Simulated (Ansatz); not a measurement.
Input and output for Ge (bcc type): DFT, PBE, all-electron LAPW, scalar-relativistic (Ansatz 0.2.0). This run: bcc relaxed under pressure.

The cell comes from a relaxation on PAW files under the same functional, begun from a prototype that needn't be the stable phase.

Command: `ansatz run input.yaml --threads 1 --pin off --max-ram 3584MiB --backend cpu --events-out ev --progress --plain --runs-dir out` It took 24 s on 1 thread of Arm Neoverse V2, with other jobs on the host, peak memory 0.32 GiB.

```yaml
crystal:
  lattice:
    - [-1.5669888886, 1.5669888886, 1.5669888886]
    - [1.5669888886, -1.5669888886, 1.5669888886]
    - [1.5669888886, 1.5669888886, -1.5669888886]
  atoms:
    - { symbol: Ge, position: [0.0, 0.0, 0.0] }
kpoints:
  mp_grid: { grid: [17, 17, 17] }
scf:
  occupations: { method: fermi_dirac, width: 0.05 }
hamiltonian:
  xc: pbe
  pseudopotentials: { kind: all_electron, lapw: { basis_error: 0.0005 } }
output:
  forces: true
  stress: true
  eigenvalues: true
relax:
  f_tol: 0.005
  max_steps: 12
  cell: { p_target: 24.0, stress_tol: 0.03 }
```

Output:

```
The last accepted step is kept in <dir> (removed where the run ends without a failure and the disk answers)
LAPW: plane waves up to 8.652 Å⁻¹, error target 5.0e-4 eV per atom; small_component_spin mean_spin; Ge in spheres of 1.316 Å, 22 of its electrons in bands, Dirac shells [] (how accurate: hamiltonian.pseudopotentials.lapw.basis_error, Limitations)
Engine: ansatz 0.2.0
Pseudopotentials: kind: all_electron
Pseudopotential: Ge, LAPW, valence charge 22, lapw/all_electron/scalar/gaussian/Ge, Koelling and Harmon's equation, gaussian nucleus
Functional definition: PBE
  parameter kappa = 0.804
  parameter beta = 0.06672455060314922
  exchange = pbe_x(kappa = kappa, mu = beta*pi^2/3)
  correlation = pbe_c(beta = beta)
Crystal: 1 atoms, lattice volume = 15.391 Å³
Basis set: ecut = 285.21665324030783 eV, 177 PW (Γ), exchange–correlation at level 2
Bands: 15, of which v1, the nominal top of the filled ones, is band 11 counted from 1 (10 counted from 0)
Symmetry: 48 space group operations
Space group: Im-3m (ITA 229), of the structure as read, at distance tolerance 2.5e-5 Å
k-points: 165 of 4913
Non-local potential: Ge, projectors of the file, none
Initial density: superposition of atomic densities (chi_scale 0.1, normalization cell)
Initial wavefunctions: plane waves of lowest kinetic energy (no species holds an atomic orbital)
Functional: x = pbe(κ = 0.804, μ = 0.2195149727645171), c = pbe(β = 0.06672455060314922)
iter 1 solved again at ethr=2.29e-5 eV; its pass at ethr=1.00e-1 eV (dr2=5.03e-3 eV) is discarded
SCF iter   1: F=—  HF=-57115.760484 eV  |F-HF|=—  |Δ(HF+E_count)|=         —  Δρ=8.81e-3  dr2=5.06e-3  ethr=2.29e-5  ⟨swp⟩=3.5  Hψ=17681  notcnv=0
preconditioner: auto → none  [insulator: Δε(μ)=0.144 eV  Ē_g=28.120 eV  σ=0.050 eV  W_gap=0.56  n_scr=12 (ndim 8)  ℏωp=35.4 eV  f_vac=0.000  D(μ)=0.17/eV (n_scr^D=0)  ε∞_Penn≈2.6]
SCF iter   2: F=—  HF=-57115.744957 eV  |F-HF|=—  |Δ(HF+E_count)|=   1.55e-2  Δρ=3.99e-3  dr2=1.01e-3  ethr=2.29e-5  ⟨swp⟩=2.0  Hψ=7136  notcnv=0
SCF iter   3: F=—  HF=-57115.743318 eV  |F-HF|=—  |Δ(HF+E_count)|=   1.64e-3  Δρ=1.96e-3  dr2=2.46e-4  ethr=4.59e-6  ⟨swp⟩=2.0  Hψ=7071  notcnv=0
iter 4 solved again at ethr=4.16e-8 eV; its pass at ethr=1.12e-6 eV (dr2=9.15e-6 eV) is discarded
SCF iter   4: F=—  HF=-57115.743170 eV  |F-HF|=—  |Δ(HF+E_count)|=   1.49e-4  Δρ=3.30e-4  dr2=9.14e-6  ethr=4.16e-8  ⟨swp⟩=2.0  Hψ=12136  notcnv=0
SCF iter   5: F=-57115.743174 eV  HF=-57115.743174 eV  |F-HF|=3.67e-9  |Δ(HF+E_count)|=   4.08e-6  Δρ=8.69e-6  dr2=7.00e-9  ethr=4.16e-8  ⟨swp⟩=2.0  Hψ=7071  notcnv=0
SCF 1 converged in 5 iterations: F = -57115.743174 eV  dr2 = 7.00e-9
relax step   1: F+E_penalty+E_count = -57115.74317360 eV  Δ(F+E_penalty+E_count) = +0.000e0 eV  max|allowed force component| = 0.000e0 eV/Å  Δτ_max = 0.0000 Å  P = +24.073 GPa  Ω = 15.391 Å³  (5 SCF iters, accepted)
Crystal: 1 atoms, lattice volume = 15.402 Å³
Basis set: ecut = 285.072025603957 eV, 177 PW (Γ), exchange–correlation at level 2
Initial density: handed on by an earlier stage of this run
Initial wavefunctions: those handed on with the density
iter 1 solved again at ethr=3.73e-11 eV; its pass at ethr=1.00e-1 eV (dr2=8.20e-9 eV) is discarded
SCF iter   1: F=—  HF=-57115.744929 eV  |F-HF|=—  |Δ(HF+E_count)|=         —  Δρ=3.62e-6  dr2=1.24e-9  ethr=3.73e-11  ⟨swp⟩=5.6  Hψ=14884  notcnv=0
preconditioner: auto → Kerker (q_TF=auto, 2.895 Å⁻¹)  [metal: Δε(μ)=0.106 eV  Ē_g=28.485 eV  σ=0.050 eV  W_gap=0.43  n_scr=12 (ndim 8)  ℏωp=35.4 eV  f_vac=0.000  D(μ)=0.15/eV (n_scr^D=0)]
SCF iter   2: F=-57115.744929 eV  HF=-57115.744929 eV  |F-HF|=2.55e-10  |Δ(HF+E_count)|=   3.27e-9  Δρ=2.28e-6  dr2=4.43e-10  ethr=5.65e-12  ⟨swp⟩=2.0  Hψ=7071  notcnv=0
SCF 2 converged in 2 iterations: F = -57115.744929 eV  dr2 = 4.43e-10
relax step   2: F+E_penalty+E_count = -57115.74492911 eV  Δ(F+E_penalty+E_count) = -1.756e-3 eV  max|allowed force component| = 0.000e0 eV/Å  Δτ_max = 0.0000 Å  P = +23.949 GPa  Ω = 15.402 Å³  (2 SCF iters, accepted)
Crystal: 1 atoms, lattice volume = 15.398 Å³
Basis set: ecut = 285.1313507583746 eV, 177 PW (Γ), exchange–correlation at level 2
iter 1 solved again at ethr=6.84e-12 eV; its pass at ethr=1.00e-1 eV (dr2=1.50e-9 eV) is discarded
SCF iter   1: F=—  HF=-57115.744210 eV  |F-HF|=—  |Δ(HF+E_count)|=         —  Δρ=4.41e-6  dr2=1.70e-9  ethr=6.84e-12  ⟨swp⟩=5.5  Hψ=14846  notcnv=0
preconditioner: auto → Kerker (q_TF=auto, 2.895 Å⁻¹)  [metal: Δε(μ)=0.104 eV  Ē_g=28.487 eV  σ=0.050 eV  W_gap=0.42  n_scr=12 (ndim 8)  ℏωp=35.4 eV  f_vac=0.000  D(μ)=0.15/eV (n_scr^D=0)]
SCF iter   2: F=-57115.744210 eV  HF=-57115.744210 eV  |F-HF|=3.13e-10  |Δ(HF+E_count)|=  2.55e-10  Δρ=3.04e-6  dr2=8.62e-10  ethr=6.84e-12  ⟨swp⟩=2.0  Hψ=7071  notcnv=0
SCF 3 converged in 2 iterations: F = -57115.744210 eV  dr2 = 8.62e-10
relax step   3: F+E_penalty+E_count = -57115.74420984 eV  Δ(F+E_penalty+E_count) = +7.193e-4 eV  max|allowed force component| = 0.000e0 eV/Å  Δτ_max = 0.0000 Å  P = +24.000 GPa  Ω = 15.398 Å³  (2 SCF iters, accepted)
iter 1 solved again at ethr=3.88e-12 eV; its pass at ethr=1.00e-1 eV (dr2=8.53e-10 eV) is discarded
SCF iter   1: F=—  HF=-57115.744210 eV  |F-HF|=—  |Δ(HF+E_count)|=         —  Δρ=3.04e-6  dr2=8.53e-10  ethr=3.88e-12  ⟨swp⟩=2.0  Hψ=11754  notcnv=0
SCF iter   2: F=-57115.744210 eV  HF=-57115.744210 eV  |F-HF|=2.40e-10  |Δ(HF+E_count)|=  5.82e-11  Δρ=2.07e-6  dr2=4.04e-10  ethr=3.88e-12  ⟨swp⟩=2.0  Hψ=7071  notcnv=0
SCF 4 converged in 2 iterations: F = -57115.744210 eV  dr2 = 4.04e-10
relax step   4: F+E_penalty+E_count = -57115.74420983 eV  Δ(F+E_penalty+E_count) = +4.307e-9 eV  max|allowed force component| = 0.000e0 eV/Å  Δτ_max = 0.0000 Å  P = +24.000 GPa  Ω = 15.398 Å³  stress off target by 4.78e-5 GPa  SCF on the basis re-selected at this cell (its energy is not comparable with the rows above)  (2 SCF iters)
basis re-selected at this cell: Δ(F+E_penalty+E_count) = +4.307e-9 eV, ΔP = -0.000 GPa vs the last step (what re-selecting the basis moved, after the strain that the cell walked since its last selection, with what the two solves' SCF thresholds leave and, on support functions, any second-order correction that the steps lacked; it is no measure of the basis error at this ecutwfc). This SCF's stress stands 4.78e-5 GPa from its target on what of the cell is left free (relax.cell.stress_tol is 3.00e-2 GPa) and its largest allowed force component is 0.00e0 eV/Å (relax.f_tol is 5.00e-3 eV/Å): within both
SCF converged after 2 iterations
Free energy (F): -57115.744210 eV
Harris-Foulkes:  -57115.744210 eV  (|F-HF|=2.40e-10)
Internal energy: -57115.742692 eV  (E = F + TS)
E sigma→0 (E₀):  -57115.743451 eV
Entropy (-TS):   -0.001518 eV (-1.518 meV/atom)
Fermi energy:    16.493667 eV
--- Per-component energies (eV) ---
  E_band       = -902.374846
  E_kinetic    = 58319.964320
  E_xc         = -2171.635056
  E_electrostatic = -113264.071956  (all electrons and nuclei)
  E_smearing   = -0.001518  (= −TS)
  E_closure    = 0.000000  (closes the sum)
  E_atoms      = -57111.799917  (free atoms, spherical and without spin; not in F)
  Σ components = -57115.744210   (vs F -57115.744210, Δ=0.00e0)
  Basis errors (estimates in eV, not in F): energy 1.3e-4 per atom: plane waves 1.3e-4 (6.8e-5 summed), levels above the bands 2.4e-122, relativity 1.3e-8, radial functions 1.6e-6, core shells 2.1e-14; eigenvalues (radial functions only) 6.7e-6; not estimated: angular momenta, meshes, grids; target (lapw.basis_error) 5.0e-4; muffin-tin radii Ge 1.317 Å
--- Forces (eV/Å), atoms counted from 1 ---
  atom   1  Ge    -0.00000000    -0.00000000     0.00000000
  max |Σ_I F_I| component: 3.60e-33 eV/Å
--- Stress (GPa, compression-positive) ---
       23.999952      -0.000000       0.000000
       -0.000000      23.999952       0.000000
        0.000000       0.000000      23.999952
  P = ⅓ Tr σ = 24.0000 GPa (240.000 kbar)
--- Band table (eV; the first three rows and the last of 165) ---
  k-point 0: bands = ["-147.3679", "-94.4981", "-94.4981", "-94.4981", "-8.3733", "-8.3733", "-8.3733", "-8.2209", "-8.2209", "1.4950", "28.0441", "28.0441", "28.0441", "32.9814", "32.9814"]
  k-point 1: bands = ["-147.3678", "-94.4982", "-94.4981", "-94.4981", "-8.3753", "-8.3711", "-8.3652", "-8.2231", "-8.2211", "1.6020", "27.0602", "27.5056", "27.8885", "32.0694", "32.1878"]
  k-point 2: bands = ["-147.3678", "-94.4987", "-94.4983", "-94.4981", "-8.3810", "-8.3654", "-8.3418", "-8.2288", "-8.2214", "1.9237", "24.8103", "26.3993", "27.4448", "30.8161", "30.9518"]
  k-point 164: bands = ["-147.3671", "-94.5020", "-94.5020", "-94.5020", "-8.4211", "-8.4193", "-8.1527", "-8.1527", "-8.1519", "14.5027", "15.9026", "15.9026", "16.4829", "20.7360", "21.1783"]
--- Relaxed structure (3 steps of the walk, 3 accepted, 1 SCFs on fresh bases) ---
  F+E_penalty+E_count = -57115.74420983 eV   max|allowed force component| = 0.000e0 eV/Å   (the final SCF, on the basis selected at the relaxed cell)
  cell:  # Å, volume = 15.3976 Å³
    - [-1.5672232683782377, 1.5672232683782377, 1.5672232683782377]
    - [1.5672232683782377, -1.5672232683782377, 1.5672232683782377]
    - [1.5672232683782377, 1.5672232683782377, -1.5672232683782377]
  atoms:
    - { symbol: Ge, position: [0.0, 0.0, 0.0] }
```

Next run (hcp relaxed under pressure), as changes to the input before:

```diff
   lattice:
-    - [-1.5669888886, 1.5669888886, 1.5669888886]
-    - [1.5669888886, -1.5669888886, 1.5669888886]
-    - [1.5669888886, 1.5669888886, -1.5669888886]
+    - [2.7927761424, 0.0, 0.0]
+    - [-1.3963880712, 2.4186150864, 0.0]
+    - [0.0, 0.0, 4.5710421973]
   atoms:
-    - { symbol: Ge, position: [0.0, 0.0, 0.0] }
+    - { symbol: Ge, position: [0.3333333333, 0.6666666667, 0.25] }
+    - { symbol: Ge, position: [0.6666666667, 0.3333333333, 0.75] }
 kpoints:
-  mp_grid: { grid: [17, 17, 17] }
+  mp_grid: { grid: [16, 16, 9] }
 scf:
```

Command: `ansatz run input.yaml --threads 1 --pin off --max-ram 3584MiB --backend cpu --events-out ev --progress --plain --runs-dir out` It took 62 s on 1 thread of Arm Neoverse V2, with other jobs on the host, peak memory 0.51 GiB.

Results part of the output:

```
basis re-selected at this cell: Δ(F+E_penalty+E_count) = +6.198e-8 eV, ΔP = -0.000 GPa vs the last step (what re-selecting the basis moved, after the strain that the cell walked since its last selection, with what the two solves' SCF thresholds leave and, on support functions, any second-order correction that the steps lacked; it is no measure of the basis error at this ecutwfc). This SCF's stress stands 1.09e-4 GPa from its target on what of the cell is left free (relax.cell.stress_tol is 3.00e-2 GPa) and its largest allowed force component is 3.30e-17 eV/Å (relax.f_tol is 5.00e-3 eV/Å): within both
SCF converged after 2 iterations
Free energy (F): -114231.500320 eV
Harris-Foulkes:  -114231.500320 eV  (|F-HF|=8.73e-11)
Internal energy: -114231.496745 eV  (E = F + TS)
E sigma→0 (E₀):  -114231.498533 eV
Entropy (-TS):   -0.003576 eV (-1.788 meV/atom)
Fermi energy:    16.572753 eV
--- Per-component energies (eV) ---
  E_band       = -1806.756377
  E_kinetic    = 116640.009528
  E_xc         = -4343.225934
  E_electrostatic = -226528.280339  (all electrons and nuclei)
  E_smearing   = -0.003576  (= −TS)
  E_closure    = 0.000000  (closes the sum)
  E_atoms      = -114223.599835  (free atoms, spherical and without spin; not in F)
  Σ components = -114231.500320   (vs F -114231.500320, Δ=0.00e0)
  Basis errors (estimates in eV, not in F): energy 1.1e-4 per atom: plane waves 1.1e-4 (5.8e-5 summed), levels above the bands 2.3e-83, relativity 8.2e-9, radial functions 1.2e-6, core shells 7.6e-13; eigenvalues (radial functions only) 4.8e-7; not estimated: angular momenta, meshes, grids; target (lapw.basis_error) 5.0e-4; muffin-tin radii Ge 1.355 Å
--- Forces (eV/Å), atoms counted from 1 ---
  atom   1  Ge     0.00000000     0.00000000     0.00000000
  atom   2  Ge     0.00000000    -0.00000000    -0.00000000
  max |Σ_I F_I| component: 6.94e-18 eV/Å
--- Stress (GPa, compression-positive) ---
       23.999891       0.000000       0.000000
        0.000000      23.999891       0.000000
        0.000000       0.000000      24.000083
  P = ⅓ Tr σ = 24.0000 GPa (240.000 kbar)
--- Band table (eV; the first three rows and the last of 150) ---
  k-point 0: bands = ["-147.4136", "-147.4133", "-94.5468", "-94.5468", "-94.5461", "-94.5461", "-94.5449", "-94.5407", "-8.4134", "-8.3927", "-8.3813", "-8.3813", "-8.3669", "-8.3669", "-8.3308", "-8.3308", "-8.2273", "-8.2273", "1.4554", "8.1211", "9.6203", "24.7993", "24.7993", "27.0292", "27.0292", "27.7453", "29.8387"]
  k-point 1: bands = ["-147.4136", "-147.4133", "-94.5468", "-94.5468", "-94.5461", "-94.5461", "-94.5448", "-94.5409", "-8.4123", "-8.3928", "-8.3843", "-8.3843", "-8.3687", "-8.3687", "-8.3243", "-8.3243", "-8.2291", "-8.2291", "1.5451", "7.1566", "10.7601", "24.8745", "24.8745", "26.4572", "27.0133", "27.0133", "29.8948"]
  k-point 2: bands = ["-147.4136", "-147.4133", "-94.5468", "-94.5468", "-94.5462", "-94.5462", "-94.5444", "-94.5412", "-8.4094", "-8.3935", "-8.3892", "-8.3892", "-8.3737", "-8.3737", "-8.3091", "-8.3091", "-8.2344", "-8.2344", "1.8147", "5.8637", "12.5779", "24.1133", "25.0950", "25.0950", "26.9330", "26.9330", "30.0617"]
  k-point 149: bands = ["-147.4132", "-147.4132", "-94.5491", "-94.5491", "-94.5487", "-94.5486", "-94.5423", "-94.5423", "-8.4134", "-8.4133", "-8.3625", "-8.3345", "-8.3211", "-8.3156", "-8.2943", "-8.2936", "-8.2234", "-8.2197", "10.2011", "10.7583", "12.0499", "12.5706", "13.2953", "14.0376", "23.2367", "23.7608", "27.5629"]
--- Relaxed structure (3 steps of the walk, 3 accepted, 1 SCFs on fresh bases) ---
  F+E_penalty+E_count = -114231.50032050 eV   max|allowed force component| = 3.296e-17 eV/Å   (the final SCF, on the basis selected at the relaxed cell)
  cell:  # Å, volume = 30.8892 Å³
    - [2.7932585027769394, 0.0, -1.1429993439625824e-33]
    - [-1.3966292513884697, 2.4190328227417157, 6.2099299540031834e-34]
    - [-1.8707901981183895e-33, 9.353950990591949e-35, 4.571453983817533]
  atoms:
    - { symbol: Ge, position: [0.33333333333333326, 0.6666666666666665, 0.25] }
    - { symbol: Ge, position: [0.6666666666666665, 0.33333333333333326, 0.7500000000000001] }
```

Next run (sc relaxed under pressure), as changes to the input before:

```diff
   lattice:
-    - [2.7927761424, 0.0, 0.0]
-    - [-1.3963880712, 2.4186150864, 0.0]
-    - [0.0, 0.0, 4.5710421973]
+    - [2.5213543224, 0.0, 0.0]
+    - [0.0, 2.5213543224, 0.0]
+    - [0.0, 0.0, 2.5213543224]
   atoms:
-    - { symbol: Ge, position: [0.3333333333, 0.6666666667, 0.25] }
-    - { symbol: Ge, position: [0.6666666667, 0.3333333333, 0.75] }
+    - { symbol: Ge, position: [0.0, 0.0, 0.0] }
 kpoints:
-  mp_grid: { grid: [16, 16, 9] }
+  mp_grid: { grid: [15, 15, 15] }
 scf:
```

Command: `ansatz run input.yaml --threads 1 --pin off --max-ram 3584MiB --backend cpu --events-out ev --progress --plain --runs-dir out` It took 16 s on 1 thread of Arm Neoverse V2, with other jobs on the host, peak memory 0.31 GiB.

Results part of the output:

```
basis re-selected at this cell: Δ(F+E_penalty+E_count) = +7.276e-11 eV, ΔP = -0.000 GPa vs the last step (what re-selecting the basis moved, after the strain that the cell walked since its last selection, with what the two solves' SCF thresholds leave and, on support functions, any second-order correction that the steps lacked; it is no measure of the basis error at this ecutwfc). This SCF's stress stands 1.00e-2 GPa from its target on what of the cell is left free (relax.cell.stress_tol is 3.00e-2 GPa) and its largest allowed force component is 0.00e0 eV/Å (relax.f_tol is 5.00e-3 eV/Å): within both
SCF converged after 2 iterations
Free energy (F): -57115.825955 eV
Harris-Foulkes:  -57115.825955 eV  (|F-HF|=6.55e-11)
Internal energy: -57115.823046 eV  (E = F + TS)
E sigma→0 (E₀):  -57115.824501 eV
Entropy (-TS):   -0.002909 eV (-2.909 meV/atom)
Fermi energy:    15.448524 eV
--- Per-component energies (eV) ---
  E_band       = -923.242705
  E_kinetic    = 58320.255421
  E_xc         = -2171.793559
  E_electrostatic = -113264.284908  (all electrons and nuclei)
  E_smearing   = -0.002909  (= −TS)
  E_closure    = 0.000000  (closes the sum)
  E_atoms      = -57111.799917  (free atoms, spherical and without spin; not in F)
  Σ components = -57115.825955   (vs F -57115.825955, Δ=0.00e0)
  Basis errors (estimates in eV, not in F): energy 1.7e-4 per atom: plane waves 1.6e-4 (8.9e-5 summed), levels above the bands 1.9e-64, relativity 1.3e-8, radial functions 4.6e-6, core shells 4.8e-13; eigenvalues (radial functions only) 4.3e-7; not estimated: angular momenta, meshes, grids; target (lapw.basis_error) 5.0e-4; muffin-tin radii Ge 1.223 Å
--- Forces (eV/Å), atoms counted from 1 ---
  atom   1  Ge    -0.00000000     0.00000000    -0.00000000
  max |Σ_I F_I| component: 2.05e-32 eV/Å
--- Stress (GPa, compression-positive) ---
       23.989990      -0.000000       0.000000
       -0.000000      23.989990      -0.000000
        0.000000      -0.000000      23.989990
  P = ⅓ Tr σ = 23.9900 GPa (239.900 kbar)
--- Band table (eV; the first three rows and the last of 120) ---
  k-point 0: bands = ["-148.3011", "-95.4274", "-95.4274", "-95.4274", "-9.5235", "-9.5235", "-9.0784", "-9.0784", "-9.0784", "0.7958", "23.2716", "23.2716", "23.2716", "26.2701", "26.2701"]
  k-point 1: bands = ["-148.3011", "-95.4278", "-95.4274", "-95.4274", "-9.5222", "-9.5091", "-9.0836", "-9.0836", "-9.0780", "0.8995", "21.6094", "23.3769", "23.3769", "26.3581", "27.5983"]
  k-point 2: bands = ["-148.3010", "-95.4291", "-95.4273", "-95.4273", "-9.5188", "-9.4685", "-9.0982", "-9.0982", "-9.0768", "1.2109", "19.0571", "23.6890", "23.6890", "26.6213", "28.8151"]
  k-point 119: bands = ["-148.2990", "-95.4360", "-95.4360", "-95.4360", "-9.3475", "-9.3468", "-9.3468", "-8.9497", "-8.9497", "14.8235", "15.8131", "15.8131", "18.0499", "22.3615", "22.6167"]
--- Relaxed structure (2 steps of the walk, 2 accepted, 1 SCFs on fresh bases) ---
  F+E_penalty+E_count = -57115.82595542 eV   max|allowed force component| = 0.000e0 eV/Å   (the final SCF, on the basis selected at the relaxed cell)
  cell:  # Å, volume = 16.0335 Å³
    - [2.5216008616808185, 0.0, 1.0030885127016853e-36]
    - [0.0, 2.5216008616808185, 0.0]
    - [1.0030885127016853e-36, 0.0, 2.5216008616808185]
  atoms:
    - { symbol: Ge, position: [0.0, 0.0, 0.0] }
```
